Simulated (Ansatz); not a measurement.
**ZnS3: what a guessed cell relaxes into, part 1 of 2**

The task: take a trial cell of ZnS3 to zero force and stress.

Program: Ansatz 0.2.0. Level of theory: DFT PBE, scalar-relativistic, plane waves, PAW. These are calculated values, not measurements.

**1. The starting structure**

The structure is cubic, space group Fm-3m (No. 225). Conventional cell: a = 6.994 Å, b = 6.994 Å, c = 6.994 Å, α = 90.00°, β = 90.00°, γ = 90.00°. Around Zn (site symmetry m-3m) lie 8 S at 3.03 Å. S (site symmetry m-3m) is surrounded by 8 S at 3.03 Å. Around S (site symmetry -43m) lie 4 Zn at 3.03 Å and 4 S at 3.03 Å.

Coordinates:

```xyz
4
Lattice="0.0000 3.4969 3.4969 3.4969 0.0000 3.4969 3.4969 3.4969 0.0000" Properties=species:S:1:pos:R:3 pbc="T T T"
Zn    0.0000    0.0000    0.0000
S     3.4969    3.4969    3.4969
S     1.7485    1.7485    1.7485
S     5.2454    5.2454    5.2454
```

The cell is invented: random cell by space group and Wyckoff sites (Fm-3m, No. 225). The dimensions are guesses.

**2. A first look at the guess**

Contents of input.yaml:

```yaml
crystal:
  lattice:
    - [0.0, 3.49694632, 3.49694632]
    - [3.49694632, 0.0, 3.49694632]
    - [3.49694632, 3.49694632, 0.0]
  atoms:
    - { symbol: Zn, position: [0.0, 0.0, 0.0] }
    - { symbol: S, position: [0.5, 0.5, 0.5] }
    - { symbol: S, position: [0.25, 0.25, 0.25] }
    - { symbol: S, position: [0.75, 0.75, 0.75] }
basis:
  ecutwfc: 420
kpoints:
  mp_grid: { grid: [4, 4, 4] }
hamiltonian:
  xc: pbe
scf:
  occupations: { method: gaussian, width: 0.1 }
  lower_state_search: "off"
output:
  forces: true
  stress: true
  eigenvalues: true
```

On the command line:

```console
$ ansatz run input.yaml --threads 1 --pin off --max-ram 2560MiB --backend cpu --events-out ev --progress --plain --runs-dir out
```

Log, shortened:

```text
Warning: RAYON_NUM_THREADS=1 ignored (pool sized by the plan → 1); use --threads N
[...]
Pseudopotentials: kind: paw
Pseudopotential: Zn, paw, valence charge 12, recommended cutoff 420 eV (normal), Zn.paw.azcp
Pseudopotential: S, paw, valence charge 6, recommended cutoff 420 eV (normal), S.paw.azcp
Functional definition: PBE
[...]
Crystal: 4 atoms, lattice volume = 85.526 Å³
Basis set: ecut = 420 eV, 1687 PW (Γ), exchange–correlation on 72×72×72 points (8 copies of the dense FFT grid, shifted against one another)
Bands: 19, of which v1, the nominal top of the filled ones, is band 15 counted from 1 (14 counted from 0)
Symmetry: 48 space group operations
Space group: Fm-3m (ITA 225), of the structure as read, at distance tolerance 4.4e-5 Å
k-points: 8 of 64
[...]
SCF iter   1: F=—  HF=-6021.413184 eV  |F-HF|=—  |Δ(HF+E_count)|=         —  Δρ=5.57e-3  dr2=6.74e-2  ethr=1.77e-3  ⟨swp⟩=5.8  Hψ=725  notcnv=0
[...]
SCF iter   7: F=-6021.405587 eV  HF=-6021.405587 eV  |F-HF|=2.16e-8  |Δ(HF+E_count)|=   3.04e-7  Δρ=5.81e-6  dr2=2.20e-8  ethr=3.33e-10  ⟨swp⟩=3.0  Hψ=635  notcnv=0
[...]
SCF converged after 7 iterations
Free energy (F): -6021.405587 eV
[...]
E sigma→0 (E₀):  -6021.382491 eV
Entropy (-TS):   -0.046192 eV (-11.548 meV/atom)
Fermi energy:    5.124355 eV
[...]
--- Forces (eV/Å), atoms counted from 1 ---
  atom   1  Zn     0.00000000    -0.00000000    -0.00000000
  atom   2  S      0.00000000    -0.00000000     0.00000000
  atom   3  S     -0.00000000    -0.00000000    -0.00000000
  atom   4  S     -0.00000000     0.00000000     0.00000000
[...]
--- Stress (GPa, compression-positive) ---
      -10.687543      -0.000000       0.000000
       -0.000000     -10.687543      -0.000000
       -0.000000      -0.000000     -10.687543
  P = ⅓ Tr σ = -10.6875 GPa (-106.875 kbar)
--- Band table (eV; the first three rows and the last of 8) ---
  k-point 0: bands = ["-8.5099", "-5.8213", "-5.2392", "-1.3010", "-1.3010", "-1.3010", "-1.2014", "-1.2014", "2.6095", "2.6095", "2.6095", "2.8410", "2.8410", "2.8410", "4.8734", "4.8734", "4.8734", "4.9098", "11.1959"]
[...]
```

Run time: 1.6 s. Hardware: 1 thread of Intel Xeon at 2.70GHz, shared host; peak memory 0.34 GiB.

Read-out: pressure -10.7 GPa, largest force 0.00 eV/Å, gap on this mesh none (metal). A guess like this is first relaxed loosely on the coarse mesh.

**3. A loose first relaxation**

Changes to input.yaml since step 2:

```diff
@@ -23 +23,6 @@
   eigenvalues: true
+relax:
+  adjacent_minimum: "off"
+  f_tol: 0.04
+  max_steps: 70
+  cell: { stress_tol: 0.4 }
```

On the command line:

```console
$ ansatz run input.yaml --threads 1 --pin off --max-ram 2560MiB --backend cpu --events-out ev --progress --plain --runs-dir out
```

Log:

```text
Warning: RAYON_NUM_THREADS=1 ignored (pool sized by the plan → 1); use --threads N
Engine: ansatz 0.2.0, x86_64-unknown-linux-gnu
[... 4 set-up lines as earlier in the session ...]
  parameter kappa = 0.804
  parameter beta = 0.06672455060314922
  exchange = pbe_x(kappa = kappa, mu = beta*pi^2/3)
  correlation = pbe_c(beta = beta)
Crystal: 4 atoms, lattice volume = 85.526 Å³
Basis set: ecut = 420 eV, 1687 PW (Γ), exchange–correlation on 72×72×72 points (8 copies of the dense FFT grid, shifted against one another)
Bands: 19, of which v1, the nominal top of the filled ones, is band 15 counted from 1 (14 counted from 0)
[... 2 set-up lines as earlier in the session ...]
k-points: 8 of 64
Non-local potential: Zn, projectors of the file, l = 0: 2, l = 1: 2, l = 2: 3, l = 3: 1
Non-local potential: S, projectors of the file, l = 0: 2, l = 1: 2, l = 2: 2
PAW form: soft (Blöchl's): semilocal exchange-correlation on the pseudo side does not see the compensation charge
PAW one-centre angular grid: Zn, 590 points (default); XC on 64 Gauss nodes
PAW one-centre angular grid: S, 110 points (default); XC on 64 Gauss nodes
Initial density: superposition of atomic densities (neutral atoms: chi_scale 0, normalization atom), corrected by the library's trained network
Initial wavefunctions: pseudopotential atomic-orbital guess
Functional: x = pbe(κ = 0.804, μ = 0.2195149727645171), c = pbe(β = 0.06672455060314922)
SCF iter   1: F=—  HF=-6021.413184 eV  |F-HF|=—  |Δ(HF+E_count)|=         —  Δρ=5.57e-3  dr2=6.74e-2  ethr=1.77e-3  ⟨swp⟩=5.8  Hψ=725  notcnv=0
preconditioner: auto → Kerker (q_TF=auto, 2.291 Å⁻¹)  [metal: Δε(μ)=0.029 eV  Ē_g=7.629 eV  σ=0.100 eV  W_gap=0.16  n_scr=14 (ndim 8)  ℏωp=22.0 eV  f_vac=0.000  D(μ)=8.76/eV (n_scr^D=112)]
SCF iter   2: F=—  HF=-6021.407605 eV  |F-HF|=—  |Δ(HF+E_count)|=   5.58e-3  Δρ=3.13e-3  dr2=2.19e-2  ethr=2.25e-4  ⟨swp⟩=1.0  Hψ=216  notcnv=0
SCF iter   3: F=—  HF=-6021.406993 eV  |F-HF|=—  |Δ(HF+E_count)|=   6.12e-4  Δρ=2.00e-3  dr2=2.00e-3  ethr=7.31e-5  ⟨swp⟩=2.0  Hψ=192  notcnv=0
SCF iter   4: F=—  HF=-6021.405551 eV  |F-HF|=—  |Δ(HF+E_count)|=   1.44e-3  Δρ=3.19e-4  dr2=5.59e-5  ethr=6.65e-6  ⟨swp⟩=2.0  Hψ=202  notcnv=0
SCF iter   5: F=—  HF=-6021.405586 eV  |F-HF|=—  |Δ(HF+E_count)|=   3.57e-5  Δρ=1.20e-4  dr2=8.62e-6  ethr=1.86e-7  ⟨swp⟩=2.2  Hψ=255  notcnv=0
SCF iter   6: F=—  HF=-6021.405587 eV  |F-HF|=—  |Δ(HF+E_count)|=   7.27e-7  Δρ=4.60e-5  dr2=9.29e-7  ethr=2.87e-8  ⟨swp⟩=2.5  Hψ=256  notcnv=0
SCF iter   7: F=-6021.405587 eV  HF=-6021.405587 eV  |F-HF|=2.16e-8  |Δ(HF+E_count)|=   3.04e-7  Δρ=5.81e-6  dr2=2.20e-8  ethr=3.33e-10  ⟨swp⟩=3.0  Hψ=635  notcnv=0
SCF 1 converged in 7 iterations: F = -6021.405587 eV  dr2 = 2.20e-8
relax step   1: F+E_penalty+E_count = -6021.40558668 eV  Δ(F+E_penalty+E_count) = +0.000e0 eV  max|allowed force component| = 2.747e-18 eV/Å  Δτ_max = 0.0000 Å  P = -10.688 GPa  Ω = 85.526 Å³  (7 SCF iters, dr2 threshold 1.00e-7 eV, accepted)
Crystal: 4 atoms, lattice volume = 73.617 Å³
Basis set: ecut = 420 eV, 1459 PW (Γ), exchange–correlation on 72×72×72 points (8 copies of the dense FFT grid, shifted against one another)
Initial density: handed on by an earlier stage of this run
Initial wavefunctions: those handed on with the density
iter 1 solved again at ethr=2.95e-4 eV; its pass at ethr=3.10e-3 eV (dr2=8.84e-2 eV) is discarded
SCF iter   1: F=—  HF=-6022.130375 eV  |F-HF|=—  |Δ(HF+E_count)|=         —  Δρ=7.74e-3  dr2=8.82e-2  ethr=2.95e-4  ⟨swp⟩=1.0  Hψ=861  notcnv=0
preconditioner: auto → Kerker (q_TF=auto, 2.349 Å⁻¹)  [metal: Δε(μ)=0.073 eV  Ē_g=8.285 eV  σ=0.100 eV  W_gap=0.38  n_scr=14 (ndim 8)  ℏωp=23.7 eV  f_vac=0.000  D(μ)=5.77/eV (n_scr^D=58)]
SCF iter   2: F=—  HF=-6022.120125 eV  |F-HF|=—  |Δ(HF+E_count)|=   1.02e-2  Δρ=3.81e-3  dr2=2.60e-2  ethr=2.94e-4  ⟨swp⟩=1.1  Hψ=153  notcnv=0
SCF iter   3: F=—  HF=-6022.116920 eV  |F-HF|=—  |Δ(HF+E_count)|=   3.21e-3  Δρ=1.97e-3  dr2=4.48e-3  ethr=8.68e-5  ⟨swp⟩=2.0  Hψ=240  notcnv=0
SCF iter   4: F=—  HF=-6022.115502 eV  |F-HF|=—  |Δ(HF+E_count)|=   1.42e-3  Δρ=6.65e-4  dr2=2.36e-4  ethr=1.49e-5  ⟨swp⟩=2.2  Hψ=211  notcnv=0
SCF iter   5: F=—  HF=-6022.115514 eV  |F-HF|=—  |Δ(HF+E_count)|=   1.14e-5  Δρ=1.01e-4  dr2=3.01e-6  ethr=7.87e-7  ⟨swp⟩=2.6  Hψ=297  notcnv=0
SCF iter   6: F=—  HF=-6022.115520 eV  |F-HF|=—  |Δ(HF+E_count)|=   6.11e-6  Δρ=3.79e-5  dr2=1.50e-6  ethr=1.33e-9  ⟨swp⟩=6.6  Hψ=756  notcnv=0
SCF iter   7: F=-6022.115520 eV  HF=-6022.115520 eV  |F-HF|=4.17e-8  |Δ(HF+E_count)|=   5.75e-8  Δρ=6.62e-6  dr2=6.63e-8  ethr=1.33e-9  ⟨swp⟩=2.9  Hψ=562  notcnv=0
SCF 2 converged in 7 iterations: F = -6022.115520 eV  dr2 = 6.63e-8
relax step   2: F+E_penalty+E_count = -6022.11551985 eV  Δ(F+E_penalty+E_count) = -7.099e-1 eV  max|allowed force component| = 7.517e-18 eV/Å  Δτ_max = 0.0000 Å  P = -7.823 GPa  Ω = 73.617 Å³  energy of the carried Pulay correction = +1.540e-3 eV  (7 SCF iters, dr2 threshold 4.00e-7 eV, accepted)
Crystal: 4 atoms, lattice volume = 62.869 Å³
Basis set: ecut = 420 eV, 1243 PW (Γ), exchange–correlation on 72×72×72 points (8 copies of the dense FFT grid, shifted against one another)
iter 1 solved again at ethr=2.00e-4 eV; its pass at ethr=3.10e-3 eV (dr2=6.01e-2 eV) is discarded
SCF iter   1: F=—  HF=-6022.411060 eV  |F-HF|=—  |Δ(HF+E_count)|=         —  Δρ=6.68e-3  dr2=5.96e-2  ethr=2.00e-4  ⟨swp⟩=1.0  Hψ=870  notcnv=0
preconditioner: auto → none  [insulator: Δε(μ)=0.245 eV  Ē_g=8.975 eV  σ=0.100 eV  W_gap=0.64  n_scr=14 (ndim 8)  ℏωp=25.7 eV  f_vac=0.000  D(μ)=4.02/eV (n_scr^D=50)  ε∞_Penn≈9.2]
SCF iter   2: F=—  HF=-6022.399258 eV  |F-HF|=—  |Δ(HF+E_count)|=   1.18e-2  Δρ=4.16e-3  dr2=8.08e-3  ethr=1.99e-4  ⟨swp⟩=2.0  Hψ=274  notcnv=0
SCF iter   3: F=—  HF=-6022.397573 eV  |F-HF|=—  |Δ(HF+E_count)|=   1.69e-3  Δρ=1.41e-3  dr2=2.20e-3  ethr=2.69e-5  ⟨swp⟩=2.0  Hψ=303  notcnv=0
SCF iter   4: F=—  HF=-6022.397164 eV  |F-HF|=—  |Δ(HF+E_count)|=   4.09e-4  Δρ=5.79e-4  dr2=1.35e-4  ethr=7.33e-6  ⟨swp⟩=2.0  Hψ=226  notcnv=0
SCF iter   5: F=—  HF=-6022.397172 eV  |F-HF|=—  |Δ(HF+E_count)|=   8.16e-6  Δρ=3.58e-5  dr2=3.35e-7  ethr=4.51e-7  ⟨swp⟩=2.1  Hψ=255  notcnv=0
SCF iter   6: F=-6022.397172 eV  HF=-6022.397172 eV  |F-HF|=7.50e-9  |Δ(HF+E_count)|=   1.34e-7  Δρ=9.90e-6  dr2=4.37e-8  ethr=1.12e-9  ⟨swp⟩=2.8  Hψ=613  notcnv=0
SCF 3 converged in 6 iterations: F = -6022.397172 eV  dr2 = 4.37e-8
relax step   3: F+E_penalty+E_count = -6022.39717228 eV  Δ(F+E_penalty+E_count) = -2.817e-1 eV  max|allowed force component| = 2.891e-17 eV/Å  Δτ_max = 0.0000 Å  P = +1.023 GPa  Ω = 62.869 Å³  energy of the carried Pulay correction = +3.143e-3 eV  (6 SCF iters, dr2 threshold 4.00e-7 eV, accepted)
Crystal: 4 atoms, lattice volume = 63.757 Å³
iter 1 solved again at ethr=1.19e-6 eV; its pass at ethr=3.10e-3 eV (dr2=3.58e-4 eV) is discarded
SCF iter   1: F=—  HF=-6022.399674 eV  |F-HF|=—  |Δ(HF+E_count)|=         —  Δρ=5.33e-4  dr2=3.92e-4  ethr=1.19e-6  ⟨swp⟩=2.0  Hψ=824  notcnv=0
preconditioner: auto → none  [insulator: Δε(μ)=0.305 eV  Ē_g=8.794 eV  σ=0.100 eV  W_gap=0.75  n_scr=14 (ndim 8)  ℏωp=25.5 eV  f_vac=0.000  D(μ)=4.09/eV (n_scr^D=50)  ε∞_Penn≈9.4]
SCF iter   2: F=—  HF=-6022.399590 eV  |F-HF|=—  |Δ(HF+E_count)|=   8.35e-5  Δρ=3.75e-4  dr2=5.95e-5  ethr=1.19e-6  ⟨swp⟩=2.1  Hψ=221  notcnv=0
SCF iter   3: F=—  HF=-6022.399581 eV  |F-HF|=—  |Δ(HF+E_count)|=   9.77e-6  Δρ=1.13e-4  dr2=1.39e-5  ethr=1.98e-7  ⟨swp⟩=2.0  Hψ=211  notcnv=0
SCF iter   4: F=—  HF=-6022.399578 eV  |F-HF|=—  |Δ(HF+E_count)|=   2.99e-6  Δρ=4.74e-5  dr2=7.69e-7  ethr=4.63e-8  ⟨swp⟩=2.0  Hψ=238  notcnv=0
iter 5 did not close the SCF: its close was put off for the readings that it lacked (scf_convergence_deferred on its scf_iter line)
SCF iter   5: F=-6022.399578 eV  HF=-6022.399578 eV  |F-HF|=3.66e-10  |Δ(HF+E_count)|=   1.10e-7  Δρ=2.48e-6  dr2=3.12e-9  ethr=2.56e-9  ⟨swp⟩=2.1  Hψ=238  notcnv=0
SCF iter   6: F=-6022.399578 eV  HF=-6022.399578 eV  |F-HF|=3.27e-11  |Δ(HF+E_count)|=   1.31e-9  Δρ=5.37e-7  dr2=1.09e-10  ethr=1.04e-11  ⟨swp⟩=1.1  Hψ=467  notcnv=0
SCF 4 converged in 6 iterations: F = -6022.399578 eV  dr2 = 1.09e-10
relax step   4: F+E_penalty+E_count = -6022.39957762 eV  Δ(F+E_penalty+E_count) = -2.405e-3 eV  max|allowed force component| = 2.544e-17 eV/Å  Δτ_max = 0.0000 Å  P = -0.089 GPa  Ω = 63.757 Å³  energy of the carried Pulay correction = +3.002e-3 eV  (6 SCF iters, dr2 threshold 4.00e-7 eV, accepted)
Basis set: ecut = 420 eV, 1243 PW (Γ), exchange–correlation on 60×60×60 points (8 copies of the dense FFT grid, shifted against one another)
Initial wavefunctions: pseudopotential atomic-orbital guess (no wavefunctions were taken with the density)
iter 1 solved again at ethr=6.55e-8 eV; its pass at ethr=3.10e-3 eV (dr2=1.97e-5 eV) is discarded
SCF iter   1: F=—  HF=-6022.396757 eV  |F-HF|=—  |Δ(HF+E_count)|=         —  Δρ=2.64e-4  dr2=1.37e-5  ethr=6.55e-8  ⟨swp⟩=3.1  Hψ=1195  notcnv=0
preconditioner: auto → none  [insulator: Δε(μ)=0.303 eV  Ē_g=8.802 eV  σ=0.100 eV  W_gap=0.75  n_scr=14 (ndim 8)  ℏωp=25.5 eV  f_vac=0.000  D(μ)=4.09/eV (n_scr^D=50)  ε∞_Penn≈9.4]
SCF iter   2: F=—  HF=-6022.396756 eV  |F-HF|=—  |Δ(HF+E_count)|=   1.38e-6  Δρ=3.32e-4  dr2=3.27e-5  ethr=4.56e-8  ⟨swp⟩=2.0  Hψ=242  notcnv=0
SCF iter   3: F=—  HF=-6022.396792 eV  |F-HF|=—  |Δ(HF+E_count)|=   3.65e-5  Δρ=8.26e-5  dr2=3.52e-6  ethr=4.56e-8  ⟨swp⟩=2.0  Hψ=245  notcnv=0
SCF iter   4: F=—  HF=-6022.396787 eV  |F-HF|=—  |Δ(HF+E_count)|=   5.10e-6  Δρ=1.12e-5  dr2=4.26e-8  ethr=1.17e-8  ⟨swp⟩=2.0  Hψ=242  notcnv=0
SCF iter   5: F=—  HF=-6022.396791 eV  |F-HF|=—  |Δ(HF+E_count)|=   3.74e-6  Δρ=1.41e-6  dr2=7.19e-10  ethr=1.42e-10  ⟨swp⟩=2.2  Hψ=230  notcnv=0
SCF iter   6: F=-6022.396791 eV  HF=-6022.396791 eV  |F-HF|=6.37e-12  |Δ(HF+E_count)|=  3.31e-10  Δρ=1.48e-7  dr2=8.33e-12  ethr=2.40e-12  ⟨swp⟩=1.9  Hψ=509  notcnv=0
SCF 5 converged in 6 iterations: F = -6022.396791 eV  dr2 = 8.33e-12
relax step   5: F+E_penalty+E_count = -6022.39679098 eV  Δ(F+E_penalty+E_count) = +2.787e-3 eV  max|allowed force component| = 3.354e-17 eV/Å  Δτ_max = 0.0000 Å  P = -0.096 GPa  Ω = 63.757 Å³  stress off target by 9.60e-2 GPa  SCF on the basis re-selected at this cell (its energy is not comparable with the rows above)  (6 SCF iters)
basis re-selected at this cell: Δ(F+E_penalty+E_count) = +2.787e-3 eV, ΔP = -0.007 GPa vs the last step (what re-selecting the basis moved, of the pressure what is left beyond the Pulay correction that the steps carried, after the strain that the cell walked since its last selection, with what the two solves' SCF thresholds leave and, on support functions, any second-order correction that the steps lacked; it is no measure of the basis error at this ecutwfc). The dense FFT grid was sized anew with the basis: this SCF ran on 30×30×30 points, the steps before it on 36×36×36, so part of this shift can come from that change (see relax.cell in the input reference). This SCF's stress stands 9.60e-2 GPa from its target on what of the cell is left free (relax.cell.stress_tol is 4.00e-1 GPa) and its largest allowed force component is 3.35e-17 eV/Å (relax.f_tol is 4.00e-2 eV/Å): within both
SCF converged after 6 iterations
Free energy (F): -6022.396791 eV
Harris-Foulkes:  -6022.396791 eV  (|F-HF|=6.37e-12)
Internal energy: -6022.376321 eV  (E = F + TS)
E sigma→0 (E₀):  -6022.386556 eV
Entropy (-TS):   -0.020470 eV (-5.118 meV/atom)
Fermi energy:    9.208487 eV
--- Per-component energies (eV) ---
  E_band       = 86.161111
  E_kinetic    = 444.372147
  E_local      = -1949.362059  (includes V_loc(G=0)·N_el)
  E_nonlocal   = 704.086890
  E_hartree    = 806.276953
  E_xc         = -424.688426
  E_vxc        = -309.527736  (∫ρ·V_xc dr)
  E_paw        = -3630.740376  (= ΣΔE_a)
  E_vpaw       = -415.961647  (= ΣTr[D̂ρ^β])
  E_aug_tail   = -0.000358  (compensation charges beyond the density's cutoff)
  E_ewald      = -1972.321091
  E_smearing   = -0.020470  (= −TS)
  E_closure    = -0.000000  (closes the sum)
  Σ components = -6022.396791   (vs F -6022.396791, Δ=0.00e0)
--- Forces (eV/Å), atoms counted from 1 ---
  atom   1  Zn     0.00000000    -0.00000000    -0.00000000
  atom   2  S      0.00000000    -0.00000000    -0.00000000
  atom   3  S     -0.00000000    -0.00000000    -0.00000000
  atom   4  S      0.00000000     0.00000000     0.00000000
  max |Σ_I F_I| component: 9.25e-18 eV/Å
--- Stress (GPa, compression-positive) ---
       -0.095977      -0.000000      -0.000000
       -0.000000      -0.095977      -0.000000
       -0.000000      -0.000000      -0.095977
  P = ⅓ Tr σ = -0.0960 GPa (-0.960 kbar)
--- Band table (eV; the first three rows and the last of 8) ---
  k-point 0: bands = ["-6.7595", "-1.9860", "-0.9507", "2.1444", "2.1444", "2.1444", "2.4788", "2.4788", "5.3699", "5.3699", "5.3699", "5.8829", "5.8829", "5.8829", "8.4486", "8.4486", "8.4486", "9.9834", "14.2187"]
  k-point 1: bands = ["-6.2418", "-2.6747", "-1.6107", "2.1696", "2.1696", "2.4399", "2.4399", "2.4757", "4.3104", "4.8189", "4.8189", "6.1284", "6.1284", "6.8957", "8.8920", "8.8970", "8.8970", "12.0388", "15.0064"]
  k-point 2: bands = ["-5.2122", "-4.0482", "-1.9831", "2.1367", "2.1367", "2.4682", "2.4682", "2.5205", "4.1708", "4.6556", "4.6556", "5.7558", "5.7558", "7.6875", "9.3639", "10.0597", "10.0597", "12.2450", "14.1203"]
  k-point 7: bands = ["-4.1372", "-3.7493", "-3.7493", "1.6465", "2.4281", "2.4636", "2.4636", "2.5460", "2.6251", "4.8331", "4.8331", "5.6262", "7.6834", "8.9327", "9.2745", "9.9019", "9.9019", "12.7300", "15.4816"]
--- Relaxed structure (4 steps of the walk, 4 accepted, 1 SCFs on fresh bases) ---
  F+E_penalty+E_count = -6022.39679098 eV   max|allowed force component| = 3.354e-17 eV/Å   (the final SCF, on the basis selected at the relaxed cell)
  cell:  # Å, volume = 63.7566 Å³
    - [-3.6941448725973214e-34, 3.170771758933276, 3.170771758933276]
    - [3.170771758933276, -1.1846739827734228e-33, 3.170771758933276]
    - [3.170771758933276, 3.170771758933276, -1.7324264911845005e-33]
  atoms:
    - { symbol: Zn, position: [3.3816570479332427e-35, 1.2373413667633264e-34, 8.186344066335408e-35] }
    - { symbol: S, position: [0.5, 0.5, 0.5] }
    - { symbol: S, position: [0.25, 0.25, 0.25] }
    - { symbol: S, position: [0.75, 0.75, 0.75] }
```

Run time: 6.3 s. Hardware: 1 thread of Intel Xeon at 2.70GHz, shared host; peak memory 0.36 GiB.

Step by step:

| step | energy from step 1 (eV/cell) | largest force component (eV/Å) | pressure (GPa) | volume (Å³) |
| --- | --- | --- | --- | --- |
| 1 | 0.0000 | 0.0000 | -10.69 | 85.53 |
| 2 | -0.7099 | 0.0000 | -7.82 | 73.62 |
| 3 | -0.9916 | 0.0000 | 1.02 | 62.87 |
| 4 | -0.9940 | 0.0000 | -0.09 | 63.76 |
| 5 | -0.9912 | 0.0000 | -0.10 | 63.76 |

Step 1 is the start. Step 5 repeats the geometry before it on a plane-wave basis chosen anew for that cell, so its energy need not be comparable with the rows above.

Lengths and angles in the start's conventional setting:

|  | before | after | change |
| --- | --- | --- | --- |
| a (Å) | 6.994 | 6.342 | -9.3 % |
| b (Å) | 6.994 | 6.342 | -9.3 % |
| c (Å) | 6.994 | 6.342 | -9.3 % |
| volume (Å³/atom) | 21.38 | 15.94 | -25.5 % |
| shortest distance (Å) | 3.028 | 2.746 | -9.3 % |
| space group (0.01 Å) | Fm-3m | Fm-3m | same |

Forces and stress were held to the start's 48 operations: a distortion of lower symmetry was not tested.

**4. Coarse relaxation, continued**

The end of the coarse run is made exact in the group found at a tolerance of 0.06 Å and reduced to its primitive cell.

Changes to input.yaml since step 3:

```diff
@@ -2,5 +2,5 @@
   lattice:
-    - [0.0, 3.49694632, 3.49694632]
-    - [3.49694632, 0.0, 3.49694632]
-    - [3.49694632, 3.49694632, 0.0]
+    - [0.0, 3.1707717589, 3.1707717589]
+    - [3.1707717589, 0.0, 3.1707717589]
+    - [3.1707717589, 3.1707717589, 0.0]
   atoms:
@@ -13,3 +13,3 @@
 kpoints:
-  mp_grid: { grid: [4, 4, 4] }
+  mp_grid: { grid: [6, 6, 6] }
 hamiltonian:
```

On the command line:

```console
$ ansatz run input.yaml --threads 1 --pin off --max-ram 2560MiB --backend cpu --events-out ev --progress --plain --runs-dir out
```

Log, shortened:

```text
[...]
relax step   3: F+E_penalty+E_count = -6022.40782126 eV  Δ(F+E_penalty+E_count) = -1.916e-4 eV  max|allowed force component| = 1.180e-16 eV/Å  Δτ_max = 0.0000 Å  P = +0.015 GPa  Ω = 64.367 Å³  stress off target by 1.52e-2 GPa  SCF on the basis re-selected at this cell (its energy is not [...]
SCF converged after 6 iterations
Free energy (F): -6022.407821 eV
[...]
E sigma→0 (E₀):  -6022.394476 eV
Entropy (-TS):   -0.026691 eV (-6.673 meV/atom)
Fermi energy:    9.080113 eV
[...]
--- Forces (eV/Å), atoms counted from 1 ---
  atom   1  Zn     0.00000000    -0.00000000    -0.00000000
  atom   2  S      0.00000000    -0.00000000    -0.00000000
  atom   3  S      0.00000000     0.00000000     0.00000000
  atom   4  S     -0.00000000    -0.00000000    -0.00000000
[...]
--- Stress (GPa, compression-positive) ---
[...]
  k-point 0: bands = ["-6.8128", "-2.1214", "-1.1008", "2.0411", "2.0411", "2.0411", "2.3655", "2.3655", "5.2773", "5.2773", "5.2773", "5.7747", "5.7747", "5.7747", "8.3248", "8.3248", "8.3248", "9.7989", "14.1155"]
[...]
--- Relaxed structure (2 steps of the walk, 2 accepted, 1 SCFs on fresh bases) ---
  F+E_penalty+E_count = -6022.40782126 eV   max|allowed force component| = 1.180e-16 eV/Å   (the final SCF, on the basis selected at the relaxed cell)
  cell:  # Å, volume = 64.3668 Å³
    - [-1.2738430082238976e-35, 3.1808552074957936, 3.1808552074957936]
    - [3.1808552074957936, 6.369215041119488e-35, 3.1808552074957936]
    - [3.1808552074957936, 3.1808552074957936, 3.8215290246716924e-35]
  atoms:
    - { symbol: Zn, position: [-1.344507426942998e-35, 6.928167682365094e-35, -2.847192198232232e-36] }
    - { symbol: S, position: [0.49999999999999994, 0.49999999999999994, 0.49999999999999994] }
    - { symbol: S, position: [0.24999999999999997, 0.24999999999999997, 0.24999999999999997] }
    - { symbol: S, position: [0.7500000000000001, 0.7500000000000001, 0.7500000000000001] }
```

Wall time 4.8 s (1 thread of Intel Xeon at 2.70GHz, shared host); peak memory 0.36 GiB.

(Continued in part 2 of 2.)
